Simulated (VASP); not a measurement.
# Ge (P6_3/mmc) in VASP: single point with PBEsol

Aim: the single point of Ge with PBEsol.

Program: VASP 6.6.1. These are calculated values, not measurements. Logs are shortened: lines on timing, memory, paths and dates and some standing lists are left out, and cuts for length are marked.

## 1. Starting point

It takes space group P6_3/mmc (No. 194, hexagonal). The conventional cell has a = 3.998 Å, b = 3.998 Å, c = 6.594 Å, α = 90.00°, β = 90.00°, γ = 120.00°. Ge (site symmetry 3m) is surrounded by 4 Ge at 2.45 to 2.47 Å.

This isn't the form of Ge at room conditions, which is diamond.

## 2. Single point, PBEsol

Input file INCAR:

```
SYSTEM = Ge
PREC = Accurate
ENCUT = 520
EDIFF = 1E-7
ISMEAR = 0
SIGMA = 0.1
LREAL = .FALSE.
LASPH = .TRUE.
NELM = 100
ALGO = Fast
ISIF = 2
LWAVE = .FALSE.
LCHARG = .FALSE.
GGA = PS
NBANDS = 36
```

Input file KPOINTS:

```
Automatic mesh
0
G
  12 12 6
  0 0 0
```

Input file POSCAR:

```
Ge
1.0
    3.9975966128      0.0000000000      0.0000000000
   -1.9987983064      3.4620202208      0.0000000000
    0.0000000000      0.0000000000      6.5942120448
Ge
4
Direct
    0.3333333333      0.6666666667     -0.0001498043
    0.6666666667      0.3333333333      0.4998501957
    0.3333333333      0.6666666667      0.3741498043
    0.6666666667      0.3333333333      0.8741498043
```

Potentials or basis: VASP PAW PBE potentials, release 64 (Ge_d).

On the command line:

```bash
$ cat potpaw_PBE.64/Ge_d/POTCAR > POTCAR
$ mpirun -np 1 vasp_std > vasp.out
```

OUTCAR:

```text
SYSTEM = Ge
   PREC = Accurate
   ENCUT = 520
   EDIFF = 1E-7
   ISMEAR = 0
   LREAL = .FALSE.
   LASPH = .TRUE.
   NELM = 100
   ISIF = 2
   GGA = PS

 ion  position               nearest neighbor table
   1  0.333  0.667  1.000-   4 2.45   4 2.45   4 2.45   3 2.47
   2  0.667  0.333  0.500-   3 2.45   3 2.45   3 2.45   4 2.47
   3  0.333  0.667  0.374-   2 2.45   2 2.45   2 2.45   1 2.47
   4  0.667  0.333  0.874-   1 2.45   1 2.45   1 2.45   2 2.47

  LATTYP: Found a hexagonal cell.
 ALAT       =     3.9975966128
 C/A-ratio  =     1.6495441345

  Lattice vectors:

 A1 = (   3.9975966128,   0.0000000000,   0.0000000000)
 A2 = (  -1.9987983064,   3.4620202208,   0.0000000000)
 A3 = (   0.0000000000,   0.0000000000,   6.5942120448)

Analysis of symmetry for initial positions (statically):
=====================================================================
 Subroutine PRICEL returns:
 Original cell was already a primitive cell.

 Routine SETGRP: Setting up the symmetry group for a
 hexagonal supercell.

 Subroutine GETGRP returns: Found 24 space group operations
 (whereof  6 operations were pure point group operations)
 out of a pool of 24 trial point group operations.

The static configuration has the point symmetry C_3v.
 The point group associated with its full space group is D_6h.

Analysis of symmetry for dynamics (positions and initial velocities):
=====================================================================
 Subroutine PRICEL returns:
 Original cell was already a primitive cell.

 Routine SETGRP: Setting up the symmetry group for a
 hexagonal supercell.

 Subroutine GETGRP returns: Found 24 space group operations
 (whereof  6 operations were pure point group operations)
 out of a pool of 24 trial point group operations.

The dynamic configuration has the point symmetry C_3v.
 The point group associated with its full space group is D_6h.

 Subroutine INISYM returns: Found 24 space group operations
 (whereof  6 operations are pure point group operations),
 and found     1 'primitive' translations

----------------------------------------------------------------------------------------

                                     Primitive cell

  volume of cell :      91.2623

  direct lattice vectors                    reciprocal lattice vectors
     3.997596613  0.000000000  0.000000000     0.250150302  0.144424344  0.000000000
    -1.998798306  3.462020221  0.000000000     0.000000000  0.288848688  0.000000000
     0.000000000  0.000000000  6.594212045     0.000000000  0.000000000  0.151648141

  length of vectors
     3.997596613  3.997596613  6.594212045     0.288848688  0.288848688  0.151648141

  position of ions in fractional coordinates (direct lattice)
     0.333333333  0.666666667  0.999850196
     0.666666667  0.333333333  0.499850196
     0.333333333  0.666666667  0.374149804
     0.666666667  0.333333333  0.874149804

  ion indices of the primitive-cell ions
   primitive index   ion index
                 1           1
                 2           2
                 3           3
                 4           4

----------------------------------------------------------------------------------------

 KPOINTS: Automatic mesh

Automatic generation of k-mesh.
 Grid dimensions read from file:
 generate k-points for:   12   12    6

 Generating k-lattice:

  Cartesian coordinates                     Fractional coordinates (reciprocal lattice)
     0.020845859  0.012035362  0.000000000     0.083333333 -0.000000000  0.000000000
     0.000000000  0.024070724  0.000000000     0.000000000  0.083333333  0.000000000
     0.000000000  0.000000000  0.025274690     0.000000000  0.000000000  0.166666667

  Length of vectors
     0.024070724  0.024070724  0.025274690

  Shift w.r.t. Gamma in fractional coordinates (k-lattice)
     0.000000000  0.000000000  0.000000000

 Subroutine IBZKPT returns following result:
 ===========================================

 Found     76 irreducible k-points:

 Following reciprocal coordinates:
            Coordinates               Weight
  0.000000  0.000000  0.000000      1.000000
  0.083333  0.000000  0.000000      6.000000
  0.166667  0.000000  0.000000      6.000000
  0.250000  0.000000  0.000000      6.000000
  0.333333  0.000000  0.000000      6.000000
  0.416667  0.000000  0.000000      6.000000
[... 16 lines left out ...]
  0.250000  0.000000  0.166667     12.000000
  0.333333  0.000000  0.166667     12.000000
 [... further k-points ...]
   k-points           NKPTS =     76   k-points in BZ     NKDIM =     76   number of bands    NBANDS=     36
   number of dos      NEDOS =    301   number of ions     NIONS =      4
   total plane-waves  NPLWV =  45000
   dimension x,y,z NGX =    30 NGY =   30 NGZ =   50
   dimension x,y,z NGXF=    60 NGYF=   60 NGZF=  100
   ions per type =               4
   NGX,Y,Z   is equivalent  to a cutoff of  12.48, 12.48, 12.61 a.u.
   NGXF,Y,Z  is equivalent  to a cutoff of  24.95, 24.95, 25.21 a.u.
 SYSTEM =  Ge
   PREC   = accura    normal or accurate (medium, high low for compatibility)
   ISTART =      0    job   : 0-new  1-cont  2-samecut
   ICHARG =      2    charge: 1-file 2-atom 10-const
   ISPIN  =      1    spin polarized calculation?
   LNONCOLLINEAR =      F non collinear calculations
   LSORBIT =      F    spin-orbit coupling
   LASPH  =      T    aspherical Exc in radial PAW
   ENCUT  =  520.0 eV  38.22 Ry    6.18 a.u.   7.43  7.43 12.26*2*pi/ulx,y,z
   NELM   =    100;   NELMIN=  2; NELMDL= -5     # of ELM steps
   EDIFF  = 0.1E-06   stopping-criterion for ELM
   LREAL  =      F    real-space projection
   EDIFFG = 0.1E-05   stopping-criterion for IOM
   NSW    =      0    number of steps for IOM
   IBRION =     -1    ionic relax: 0-MD 1-quasi-New 2-CG
   NFREE  =      0    steps in history (QN), initial steepest desc. (CG)
   ISIF   =      2    stress and relaxation
   ISYM   =      2    0-nonsym 1-usesym 2-fastsym
   POTIM  = 0.5000    time-step for ionic-motion
   TEBEG  =    0.0;   TEEND  =   0.0 temperature during run
   PSTRESS=    0.0 pullay stress
   NELECT =      56.0000    total number of electrons
   NUPDOWN=      -1.0000    fix difference up-down
   EMIN   =  10.00;   EMAX   =-10.00  energy-range for DOS
   EFERMI =   0.00;   METHOD = LEGACY
   ISMEAR =     0;   SIGMA  =   0.10  broadening in eV -4-tet -1-fermi 0-gaus
   EFERMI_NEDOS =   21; number of points for ismear=-14 and -15
   IALGO  =     68    algorithm
   IMIX   =      4    mixing-type and parameters
     AMIX     =   0.40;   BMIX     =  1.00
     AMIX_MAG =   1.60;   BMIX_MAG =  1.00
  volume/ion in A,a.u.               =      22.82       153.97
  Fermi-wavevector in a.u.,A,eV,Ry     =   1.391149  2.628891 26.331298  1.935296
  Thomas-Fermi vector in A             =   2.515016
   LORBIT       =      0    0 simple, 1 ext, 2 COOP (PROOUT), +10 PAW based schemes
   GGA     = PS    functional components
   LHFCALC =     F    Hartree Fock is set to
   AEXX    =    0.0000 exact exchange contribution
   IVDW    =     0    specifies the selected vdW correction
   LEPSILON=     F    determine dielectric tensor
   LRPA    =     F    only Hartree local field effects (RPA)
 non-spin polarized calculation
 RMM-DIIS sequential band-by-band and
 Gauss-broadening in eV      SIGMA  =   0.10
  energy-cutoff  :      520.00
  volume of cell :       91.26
 maximum number of plane-waves:      2491
 NGX is ok and might be reduce to    30
   NGX = 15   NGY = 15   NGZ = 25

 number of electron      56.0000046 magnetization

 Free energy of the ion-electron system (eV)
  ---------------------------------------------------
  ext. energy  EPLUGINS =         0.00000000
  ---------------------------------------------------
  free energy    TOTEN  =       -19.68463059 eV

  energy without entropy =      -19.68403039  energy(sigma->0) =      -19.68433049

 E-fermi :   4.8577     XC(G=0): -10.0864

 val. band max:        4.8067918107   @ k =   0.0000   0.0000   0.0000
 cond. band min:       4.9572484129   @ k =   0.0000   0.0000   0.0000
 fundamental gap:      0.1504566022
 Fermi energy:         4.8577199999

 k-point     1 :       0.0000    0.0000    0.0000
  band No.  band energies     occupation
      1     -20.0049      2.00000
      2     -20.0049      2.00000
      3     -19.9670      2.00000
      4     -19.9665      2.00000
      5     -19.9665      2.00000
      6     -19.9535      2.00000
[... 28 lines left out ...]
     35       9.3763      0.00000
     36      10.7809      0.00000

 k-point     2 :       0.0833    0.0000    0.0000
  band No.  band energies     occupation
      1     -20.0097      2.00000
      2     -20.0064      2.00000
      3     -19.9716      2.00000
      4     -19.9690      2.00000
      5     -19.9665      2.00000
      6     -19.9476      2.00000
[... 28 lines left out ...]
     35       9.6871      0.00000
     36      11.3843      0.00000

 k-point     3 :       0.1667    0.0000    0.0000
  band No.  band energies     occupation
      1     -20.0178      2.00000
      2     -20.0095      2.00000
      3     -19.9804      2.00000
      4     -19.9747      2.00000
      5     -19.9656      2.00000
      6     -19.9386      2.00000
[... 28 lines left out ...]
     35      10.4955      0.00000
     36      10.5473      0.00000

 k-point     4 :       0.2500    0.0000    0.0000
  band No.  band energies     occupation
      1     -20.0233      2.00000
      2     -20.0123      2.00000
      3     -19.9896      2.00000
      4     -19.9804      2.00000
      5     -19.9619      2.00000
      6     -19.9315      2.00000
[... 28 lines left out ...]
     35      11.2006      0.00000
     36      11.5999      0.00000

 k-point     5 :       0.3333    0.0000    0.0000
  band No.  band energies     occupation
      1     -20.0245      2.00000
      2     -20.0138      2.00000
      3     -19.9984      2.00000
      4     -19.9847      2.00000
      5     -19.9549      2.00000
      6     -19.9268      2.00000
[... 655 lines left out ...]
 k-point    22 :       0.1667    0.0000    0.1667
  band No.  band energies     occupation
      1     -20.0151      2.00000
      2     -20.0077      2.00000
      3     -19.9788      2.00000
      4     -19.9781      2.00000
      5     -19.9690      2.00000
      6     -19.9395      2.00000
[... 28 lines left out ...]
     35      10.2824      0.00000
     36      10.9823      0.00000

 k-point    23 :       0.2500    0.0000    0.1667
  band No.  band energies     occupation
      1     -20.0202      2.00000
      2     -20.0106      2.00000
      3     -19.9873      2.00000
      4     -19.9833      2.00000
      5     -19.9653      2.00000
      6     -19.9324      2.00000
[... 28 lines left out ...]
     35      11.0268      0.00000
     36      11.3473      0.00000

 k-point    24 :       0.3333    0.0000    0.1667
  band No.  band energies     occupation
      1     -20.0211      2.00000
      2     -20.0122      2.00000
      3     -19.9956      2.00000
      4     -19.9872      2.00000
      5     -19.9580      2.00000
      6     -19.9274      2.00000
[... 28 lines left out ...]
     35      11.7872      0.00000
     36      12.5254      0.00000

 [... further k-points ...]

------------------------ aborting loop because EDIFF is reached ----------------------------------------

  FORCE on cell =-STRESS in cart. coord.  units (eV):
  Direction    XX          YY          ZZ          XY          YZ          ZX
  --------------------------------------------------------------------------------------
  -------------------------------------------------------------------------------------
  Total       -0.0637145     -0.0637145     -0.0580859      0.0000000      0.0000000      0.0000000
  in kB       -1.1185553     -1.1185553     -1.0197402      0.0000000      0.0000000      0.0000000
  external PRESSURE =      -1.0856170 kB  Pullay stress =       0.0000000 kB

 VOLUME and BASIS-vectors are now :
 -----------------------------------------------------------------------------
  energy-cutoff  :      520.00
  volume of cell :       91.26
      direct lattice vectors                 reciprocal lattice vectors
     3.997596613  0.000000000  0.000000000     0.250150302  0.144424344  0.000000000
    -1.998798306  3.462020221  0.000000000     0.000000000  0.288848688  0.000000000
     0.000000000  0.000000000  6.594212045     0.000000000  0.000000000  0.151648141

 POSITION                                       TOTAL-FORCE (eV/Angst)
 -----------------------------------------------------------------------------------
     -0.00000      2.30801      6.59322        -0.000000     -0.000000     -0.001152
      1.99880      1.15401      3.29612         0.000000     -0.000000     -0.001152
     -0.00000      2.30801      2.46722        -0.000000      0.000000      0.001152
      1.99880      1.15401      5.76433         0.000000      0.000000      0.001152
 -----------------------------------------------------------------------------------
    total drift:                               -0.000000      0.000000      0.000413

  FREE ENERGIE OF THE ION-ELECTRON SYSTEM (eV)
  ---------------------------------------------------
  free  energy   TOTEN  =       -19.6846305851 eV

  energy  without entropy=      -19.6840303885  energy(sigma->0) =      -19.68433049
```

Run time: 3.5 min. Hardware: 1 thread of AMD EPYC 7R13 (Zen 3), shared host; peak memory 0.28 GiB.

Results:

| Quantity | Value |
| --- | --- |
| Free energy | -19.6846 eV |
| Pressure | -0.1 GPa |
| Band gap on the k mesh | none (metal or under the smearing width) |

Caveat: the PAW data sets were made with another functional, which shifts forces and pressure a little.
